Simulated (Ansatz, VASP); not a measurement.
# Two plane-wave programs on InPd

Contents of INCAR:

```
SYSTEM = InPd
ALGO = Fast
EDIFF = 1E-6
ENCUT = 520
GGA = PE
ISIF = 2
ISMEAR = 0
LASPH = .TRUE.
LCHARG = .FALSE.
LREAL = .FALSE.
LWAVE = .FALSE.
NBANDS = 18
NELM = 100
PREC = Accurate
SIGMA = 0.15
```

File KPOINTS:

```
k-points
0
G
  14 14 14
  0 0 0
```

Contents of POSCAR:

```
InPd
1.0
    3.2718847800      0.0000000000      0.0000000000
    0.0000000000      3.2718847800      0.0000000000
    0.0000000000      0.0000000000      3.2718847800
In Pd
1 1
Direct
    0.0038204279      0.0000000000      0.0000000000
    0.5000000000      0.5000000000      0.5000000000
```

Input for Ansatz:

```yaml
crystal:
  lattice:
    - [3.27188478, 0.0, 0.0]
    - [0.0, 3.27188478, 0.0]
    - [0.0, 0.0, 3.27188478]
  atoms:
    - { symbol: In, position: [0.0038204279, 0.0, 0.0] }
    - { symbol: Pd, position: [0.5, 0.5, 0.5] }
basis:
  ecutwfc: 420
kpoints:
  mp_grid: { grid: [14, 14, 14] }
hamiltonian:
  xc: pbe
scf:
  occupations: { method: gaussian, width: 0.15 }
output:
  forces: true
  stress: true
  eigenvalues: true
```

Change from the starting cell: all In atoms moved +0.013 Å, as atom 1 along Cartesian [1 0 0].

Alike in both runs: task single point; functional PBE; k mesh 14 × 14 × 14; occupations gaussian, width 0.15 eV; no spin polarisation.

|  | VASP | Ansatz |
| --- | --- | --- |
| version | VASP 6.6.1 | Ansatz 0.2.0 |
| potentials or method | VASP PAW PBE potentials, release 64 (In_d, Pd) | scalar-relativistic, plane waves, PAW |
| plane-wave cutoff (eV) | 520 | 420 |
| valence electrons in the cell | 23 | 31 |

```csv
,VASP,Ansatz,Ansatz less VASP
gap on the k mesh at the Fermi level (eV),none,none,-
pressure (GPa),3.8,3.7,-0.06
rms of the force components (eV/Å),0.030,0.030,-0.0003
```

Atom by atom the forces differ by 0.000 eV/Å (rms over components). A gap of «none» marks a metal or a gap that the smearing closes. The functional is the same, so the differences come from potentials, cutoffs and numerics. The two sets of potentials don't hold the same shells in valence.
